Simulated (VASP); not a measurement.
# Al2O3 (P-6m2) in VASP: notebook

One crystal, Al2O3, is run at these levels: PBE, LDA, r2SCAN; tasks: band structure.

Everything below comes from runs of VASP 6.6.1. Logs are shortened: lines on timing, memory, paths and dates and some standing lists are left out, and cuts for length are marked.

**1. Starting point**

The structure is hexagonal, space group P-6m2 (No. 187). Conventional cell: a = 2.884 Å, b = 2.884 Å, c = 9.337 Å, α = 90.00°, β = 90.00°, γ = 120.00°. Al (site symmetry 3m) is surrounded by 3 O at 1.80 Å. Around O (site symmetry 3m) lie 3 Al at 1.80 Å. O (site symmetry -6m2) is surrounded by 6 Al at 2.18 Å.

Measurements of this composition are mostly on another form, of space group No. 167.

**2. Band structure, PBE**

Input file INCAR:

```
PREC     = Accurate       # precision mode
ENCUT    = 200            # plane-wave cutoff, eV
EDIFF    = 1E-6           # SCF threshold, eV
ISMEAR   = -1             # smearing method
SIGMA    = 0.05           # smearing width, eV
LREAL    = F              # projectors in reciprocal space
LASPH    = T              # aspherical terms in the spheres
NELM     = 100            # most SCF steps
ALGO     = Normal         # electronic algorithm
ISIF     = 2              # what is computed and relaxed
LWAVE    = F              # write WAVECAR
LCHARG   = F              # write CHGCAR
GGA      = PE             # functional
LMAXMIX  = 4              # l up to which the mixer works
```

Input file KPOINTS:

```
regular mesh
0
Gamma
  8 8 3
```

Input file POSCAR:

```
Al2O3
1.0
    2.8843249483      0.0000000000      0.0000000000
   -1.4421624742      2.4978986780      0.0000000000
    0.0000000000      0.0000000000      9.3367544600
Al O
2 3
Direct
    0.0000000000      0.0000000000      0.8500076700
    0.0000000000      0.0000000000      0.1499923300
    0.3333333333      0.6666666667      0.7776830800
    0.6666666667      0.3333333333      0.0000000000
    0.3333333333      0.6666666667      0.2223169200
```

Input file KPOINTS_OPT:

```
path GMKGALHA,LM,KH
10
line-mode
reciprocal
 0.0000000000  0.0000000000  0.0000000000  G
 0.5000000000  0.0000000000  0.0000000000  M

 0.5000000000  0.0000000000  0.0000000000  M
 0.3333333333  0.3333333333  0.0000000000  K

 0.3333333333  0.3333333333  0.0000000000  K
 0.0000000000  0.0000000000  0.0000000000  G

 0.0000000000  0.0000000000  0.0000000000  G
 0.0000000000  0.0000000000  0.5000000000  A

 0.0000000000  0.0000000000  0.5000000000  A
 0.5000000000  0.0000000000  0.5000000000  L

 0.5000000000  0.0000000000  0.5000000000  L
 0.3333333333  0.3333333333  0.5000000000  H

 0.3333333333  0.3333333333  0.5000000000  H
 0.0000000000  0.0000000000  0.5000000000  A

 0.5000000000  0.0000000000  0.5000000000  L
 0.5000000000  0.0000000000  0.0000000000  M

 0.3333333333  0.3333333333  0.0000000000  K
 0.3333333333  0.3333333333  0.5000000000  H
```

Potentials or basis: VASP PAW PBE potentials, release 64 (Al, O).

Launch:

```console
> cat potpaw_PBE.64/Al/POTCAR potpaw_PBE.64/O/POTCAR > POTCAR
> mpirun -np 1 vasp_std > vasp.out
```

OUTCAR:

```text
PREC = Accurate
   ENCUT = 200
   EDIFF = 1E-6
   ISMEAR = -1
   LREAL = F
   LASPH = T
   NELM = 100
   ISIF = 2
   GGA = PE

 ion  position               nearest neighbor table
   1  0.000  0.000  0.850-   3 1.80   3 1.80   3 1.80   4 2.18   4 2.18   4 2.18   2 2.80
   2  0.000  0.000  0.150-   5 1.80   5 1.80   5 1.80   4 2.18   4 2.18   4 2.18   1 2.80
   3  0.333  0.667  0.778-   1 1.80   1 1.80   1 1.80
   4  0.667  0.333  0.000-   1 2.18   2 2.18   1 2.18   2 2.18   1 2.18   2 2.18
   5  0.333  0.667  0.222-   2 1.80   2 1.80   2 1.80

  LATTYP: Found a hexagonal cell.
 ALAT       =     2.8843249483
 C/A-ratio  =     3.2370674689

  Lattice vectors:

 A1 = (   2.8843249483,   0.0000000000,   0.0000000000)
 A2 = (  -1.4421624742,   2.4978986780,   0.0000000000)
 A3 = (   0.0000000000,   0.0000000000,   9.3367544600)

Analysis of symmetry for initial positions (statically):
=====================================================================
 Subroutine PRICEL returns:
 Original cell was already a primitive cell.

 Routine SETGRP: Setting up the symmetry group for a
 hexagonal supercell.

 Subroutine GETGRP returns: Found 12 space group operations
 (whereof 12 operations were pure point group operations)
 out of a pool of 24 trial point group operations.

The static configuration has the point symmetry D_3h.

Analysis of symmetry for dynamics (positions and initial velocities):
=====================================================================
 Subroutine PRICEL returns:
 Original cell was already a primitive cell.

 Routine SETGRP: Setting up the symmetry group for a
 hexagonal supercell.

 Subroutine GETGRP returns: Found 12 space group operations
 (whereof 12 operations were pure point group operations)
 out of a pool of 24 trial point group operations.

The dynamic configuration has the point symmetry D_3h.

 Subroutine INISYM returns: Found 12 space group operations
 (whereof 12 operations are pure point group operations),
 and found     1 'primitive' translations

----------------------------------------------------------------------------------------

                                     Primitive cell

  volume of cell :      67.2690

  direct lattice vectors                    reciprocal lattice vectors
     2.884324948  0.000000000  0.000000000     0.346701574  0.200168247  0.000000000
    -1.442162474  2.497898678  0.000000000     0.000000000  0.400336494  0.000000000
     0.000000000  0.000000000  9.336754460     0.000000000  0.000000000  0.107103598

  length of vectors
     2.884324948  2.884324948  9.336754460     0.400336494  0.400336494  0.107103598

  position of ions in fractional coordinates (direct lattice)
     0.000000000  0.000000000  0.850007670
     0.000000000  0.000000000  0.149992330
     0.333333333  0.666666667  0.777683080
     0.666666667  0.333333333  0.000000000
     0.333333333  0.666666667  0.222316920

  ion indices of the primitive-cell ions
   primitive index   ion index
                 1           1
                 2           2
                 3           3
                 4           4
                 5           5

----------------------------------------------------------------------------------------

 KPOINTS: regular mesh

Automatic generation of k-mesh.
 Grid dimensions read from file:
 generate k-points for:    8    8    3

 Generating k-lattice:

  Cartesian coordinates                     Fractional coordinates (reciprocal lattice)
     0.043337697  0.025021031  0.000000000     0.125000000  0.000000000  0.000000000
     0.000000000  0.050042062  0.000000000     0.000000000  0.125000000  0.000000000
     0.000000000  0.000000000  0.035701199     0.000000000  0.000000000  0.333333333

  Length of vectors
     0.050042062  0.050042062  0.035701199

  Shift w.r.t. Gamma in fractional coordinates (k-lattice)
     0.000000000  0.000000000  0.000000000

 Subroutine IBZKPT returns following result:
 ===========================================

 Found     20 irreducible k-points:

 Following reciprocal coordinates:
            Coordinates               Weight
  0.000000  0.000000  0.000000      1.000000
  0.125000 -0.000000  0.000000      6.000000
  0.250000 -0.000000  0.000000      6.000000
  0.375000  0.000000  0.000000      6.000000
  0.500000 -0.000000  0.000000      3.000000
  0.125000  0.125000  0.000000      6.000000
[... 12 lines left out ...]
  0.250000  0.250000  0.333333     12.000000
  0.375000  0.250000  0.333333     12.000000
   k-points           NKPTS =     20   k-points in BZ     NKDIM =     20   number of bands    NBANDS=     16
   number of dos      NEDOS =    301   number of ions     NIONS =      5
   total plane-waves  NPLWV =   9408
   dimension x,y,z NGX =    14 NGY =   14 NGZ =   48
   dimension x,y,z NGXF=    28 NGYF=   28 NGZF=   96
   ions per type =               2   3
   NGX,Y,Z   is equivalent  to a cutoff of   8.07,  8.07,  8.55 a.u.
   NGXF,Y,Z  is equivalent  to a cutoff of  16.14, 16.14, 17.09 a.u.
 SYSTEM =  unknown system
   PREC   = accura    normal or accurate (medium, high low for compatibility)
   ISTART =      0    job   : 0-new  1-cont  2-samecut
   ICHARG =      2    charge: 1-file 2-atom 10-const
   ISPIN  =      1    spin polarized calculation?
   LNONCOLLINEAR =      F non collinear calculations
   LSORBIT =      F    spin-orbit coupling
   LASPH  =      T    aspherical Exc in radial PAW
   ENCUT  =  200.0 eV  14.70 Ry    3.83 a.u.   3.33  3.33 10.77*2*pi/ulx,y,z
   NELM   =    100;   NELMIN=  2; NELMDL= -5     # of ELM steps
   EDIFF  = 0.1E-05   stopping-criterion for ELM
   LREAL  =      F    real-space projection
   EDIFFG = 0.1E-04   stopping-criterion for IOM
   NSW    =      0    number of steps for IOM
   IBRION =     -1    ionic relax: 0-MD 1-quasi-New 2-CG
   NFREE  =      0    steps in history (QN), initial steepest desc. (CG)
   ISIF   =      2    stress and relaxation
   ISYM   =      2    0-nonsym 1-usesym 2-fastsym
   POTIM  = 0.5000    time-step for ionic-motion
   TEBEG  =    0.0;   TEEND  =   0.0 temperature during run
   PSTRESS=    0.0 pullay stress
   NELECT =      24.0000    total number of electrons
   NUPDOWN=      -1.0000    fix difference up-down
   EMIN   =  10.00;   EMAX   =-10.00  energy-range for DOS
   EFERMI =   0.00;   METHOD = LEGACY
   ISMEAR =    -1;   SIGMA  =   0.05  broadening in eV -4-tet -1-fermi 0-gaus
   EFERMI_NEDOS =   21; number of points for ismear=-14 and -15
   IALGO  =     38    algorithm
   IMIX   =      4    mixing-type and parameters
     AMIX     =   0.40;   BMIX     =  1.00
     AMIX_MAG =   1.60;   BMIX_MAG =  1.00
  volume/ion in A,a.u.               =      13.45        90.79
  Fermi-wavevector in a.u.,A,eV,Ry     =   1.161111  2.194181 18.343074  1.348178
  Thomas-Fermi vector in A             =   2.297686
   LORBIT       =      0    0 simple, 1 ext, 2 COOP (PROOUT), +10 PAW based schemes
   GGA     = PE    functional components
   LHFCALC =     F    Hartree Fock is set to
   AEXX    =    0.0000 exact exchange contribution
   IVDW    =     0    specifies the selected vdW correction
   LEPSILON=     F    determine dielectric tensor
   LRPA    =     F    only Hartree local field effects (RPA)
 non-spin polarized calculation
  energy-cutoff  :      200.00
  volume of cell :       67.27
 maximum number of plane-waves:       447
 NGX is ok and might be reduce to    14
   NGX =  7   NGY =  7   NGZ = 21

 number of electron      23.9999970 magnetization

 Free energy of the ion-electron system (eV)
  ---------------------------------------------------
  ext. energy  EPLUGINS =         0.00000000
  ---------------------------------------------------
  free energy    TOTEN  =       -37.58108929 eV

  energy without entropy =      -37.58108929  energy(sigma->0) =      -37.58108929

 E-fermi :   2.1966     XC(G=0):  -8.5808

 val. band max:        0.9988197677   @ k =   0.3750   0.2500   0.0000
 cond. band min:       5.2269322318   @ k =   0.0000   0.0000   0.0000
 fundamental gap:      4.2281124641
 Fermi energy:         2.1966014574

 k-point     1 :       0.0000    0.0000    0.0000
  band No.  band energies     occupation
      1     -18.8688      2.00000
      2     -17.9593      2.00000
      3     -16.9433      2.00000
      4      -4.4557      2.00000
      5      -1.6242      2.00000
      6      -0.8771      2.00000
[... 8 lines left out ...]
     15       8.4424      0.00000
     16       9.9982      0.00000

 k-point     2 :       0.1250   -0.0000    0.0000
  band No.  band energies     occupation
      1     -18.6948      2.00000
      2     -17.8108      2.00000
      3     -16.8676      2.00000
      4      -4.2877      2.00000
      5      -1.9980      2.00000
      6      -1.3384      2.00000
[... 8 lines left out ...]
     15       9.0262      0.00000
     16      10.5167      0.00000

 k-point     3 :       0.2500   -0.0000    0.0000
  band No.  band energies     occupation
      1     -18.1947      2.00000
      2     -17.4735      2.00000
      3     -16.7392      2.00000
      4      -4.2851      2.00000
      5      -3.4260      2.00000
      6      -2.3037      2.00000
[... 8 lines left out ...]
     15      10.0125      0.00000
     16      11.3961      0.00000

 k-point     4 :       0.3750    0.0000    0.0000
  band No.  band energies     occupation
      1     -17.6272      2.00000
      2     -17.1720      2.00000
      3     -16.6932      2.00000
      4      -4.8703      2.00000
      5      -4.7771      2.00000
      6      -3.3452      2.00000
[... 8 lines left out ...]
     15      10.1012      0.00000
     16      11.6822      0.00000

 k-point     5 :       0.5000   -0.0000    0.0000
  band No.  band energies     occupation
      1     -17.2912      2.00000
      2     -17.0168      2.00000
      3     -16.8060      2.00000
      4      -5.3234      2.00000
      5      -5.1753      2.00000
      6      -3.8228      2.00000
[... 8 lines left out ...]
     15       9.8962      0.00000
     16      12.0927      0.00000

 k-point     6 :       0.1250    0.1250    0.0000
  band No.  band energies     occupation
      1     -18.3503      2.00000
      2     -17.5891      2.00000
      3     -16.7926      2.00000
      4      -4.2386      2.00000
      5      -2.8581      2.00000
      6      -2.3645      2.00000
[... 8 lines left out ...]
     15       9.9298      0.00000
     16      11.3893      0.00000
[... 191 lines left out ...]
 k-point    17 :       0.2500    0.1250    0.3333
  band No.  band energies     occupation
      1     -17.8182      2.00000
      2     -17.2598      2.00000
      3     -16.7185      2.00000
      4      -4.5491      2.00000
      5      -4.1095      2.00000
      6      -3.1919      2.00000
[... 8 lines left out ...]
     15      10.9445      0.00000
     16      11.5287      0.00000

 k-point    18 :       0.3750    0.1250    0.3333
  band No.  band energies     occupation
      1     -17.3088      2.00000
      2     -17.0091      2.00000
      3     -16.7448      2.00000
      4      -5.0360      2.00000
      5      -4.9472      2.00000
      6      -3.5668      2.00000
[... 8 lines left out ...]
     15      10.6785      0.00000
     16      11.9604      0.00000

 k-point    19 :       0.2500    0.2500    0.3333
  band No.  band energies     occupation
      1     -17.3366      2.00000
      2     -17.0112      2.00000
      3     -16.7319      2.00000
      4      -4.6655      2.00000
      5      -4.6303      2.00000
      6      -3.6549      2.00000
[... 8 lines left out ...]
     15      11.6490      0.00000
     16      11.7209      0.00000

 k-point    20 :       0.3750    0.2500    0.3333
  band No.  band energies     occupation
      1     -17.0299      2.00000
      2     -16.8936      2.00000
      3     -16.8210      2.00000
      4      -4.8634      2.00000
      5      -4.5905      2.00000
      6      -3.4134      2.00000
[... 8 lines left out ...]
     15      11.5992      0.00000
     16      12.8967      0.00000

------------------------ aborting loop because EDIFF is reached ----------------------------------------

  FORCE on cell =-STRESS in cart. coord.  units (eV):
  Direction    XX          YY          ZZ          XY          YZ          ZX
  --------------------------------------------------------------------------------------
  -------------------------------------------------------------------------------------
  Total      -57.1452968    -57.1452968    -61.2409906      0.0000000      0.0000000      0.0000000
  in kB    -1361.0564326  -1361.0564326  -1458.6055003      0.0000000      0.0000000      0.0000000
  external PRESSURE =   -1393.5727885 kB  Pullay stress =       0.0000000 kB

 VOLUME and BASIS-vectors are now :
 -----------------------------------------------------------------------------
  energy-cutoff  :      200.00
  volume of cell :       67.27
      direct lattice vectors                 reciprocal lattice vectors
     2.884324948  0.000000000  0.000000000     0.346701574  0.200168247  0.000000000
    -1.442162474  2.497898678  0.000000000     0.000000000  0.400336494  0.000000000
     0.000000000  0.000000000  9.336754460     0.000000000  0.000000000  0.107103598

 POSITION                                       TOTAL-FORCE (eV/Angst)
 -----------------------------------------------------------------------------------
      0.00000      0.00000      7.93631        -0.000000     -0.000000      0.529943
      0.00000      0.00000      1.40044         0.000000     -0.000000     -0.529943
     -0.00000      1.66527      7.26104        -0.000000      0.000000     -0.707397
      1.44216      0.83263      0.00000        -0.000000     -0.000000      0.000000
     -0.00000      1.66527      2.07572         0.000000     -0.000000      0.707397
 -----------------------------------------------------------------------------------
    total drift:                               -0.000004      0.000002      0.000000

  FREE ENERGIE OF THE ION-ELECTRON SYSTEM (eV)
  ---------------------------------------------------
  free  energy   TOTEN  =       -37.5810892875 eV

  energy  without entropy=      -37.5810892875  energy(sigma->0) =      -37.58108929
```

Wall time 8 s (1 thread of Intel Xeon 6975P-C (Granite Rapids), shared host); peak memory 0.12 GiB.

The run converged, but a check on its numbers failed (symmetry, net force, bounds or a known fault of this set-up), so they aren't taken as properties of the crystal.

Caveat: the cutoff lies under the usual one of these potentials, so the numbers hold a large basis-set error; a pressure of tens of GPa on the cell as given is suspect, and the run, the potentials or the cell itself is likely at fault; the mesh misses the band edges, which the band path finds closer together.

(Part 1 of 2 ends here.)
